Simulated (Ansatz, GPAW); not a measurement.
# KTaO3: 7 runs at one level of theory

```
CELL_PARAMETERS angstrom
3.98830 0.00000 0.00000
0.00000 3.98830 0.00000
0.00000 0.00000 3.98830
ATOMIC_POSITIONS crystal
Ta 0.00000 0.00000 0.00000
K 0.50000 0.50000 0.50000
O 0.00000 0.00000 0.50000
O 0.00000 0.50000 0.00000
O 0.50000 0.00000 0.00000
```

Alike in all runs: task single point; functional PBE; k mesh 7 × 7 × 7; occupations fermi-dirac, width 0.05 eV; no spin polarisation; no spin-orbit coupling. Pressure is positive in compression and, in plane waves, holds the error of the finite cutoff, which Ansatz's Pulay term estimates and takes out.

```csv
program and potentials,plane-wave cutoff (eV),notes,pressure (GPa)
"Ansatz, PseudoDojo standard (PBE files)",1143,8 valence electrons an atom on average; Pulay term of +0.03 GPa included,4.38
"Ansatz, Ansatz NC",1240,10.8 valence electrons an atom on average; Pulay term of +0.05 GPa included,5.53
"Ansatz, Ansatz PAW (files of its older set among them)",930,10.8 valence electrons an atom on average,5.52
"GPAW, GPAW PAW data sets (gpaw-data 1.2.1)",800,8 valence electrons an atom on average,?
"Ansatz, JTH PAW",1380,8 valence electrons an atom on average; Pulay term of +0.03 GPa included,5.86
"Ansatz, SPMS NC",1034,8 valence electrons an atom on average; Pulay term of +0.36 GPa included,4.58
"Ansatz, PseudoDojo stringent (PBE files)",1796,10.8 valence electrons an atom on average,4.88
```

Q: Estimate from the other rows what the run with GPAW, GPAW PAW data sets (gpaw-data 1.2.1) gave.

A: Pressure 6.15 GPa. The other rows, which needn't bracket it: pressure 4.38 to 5.86.
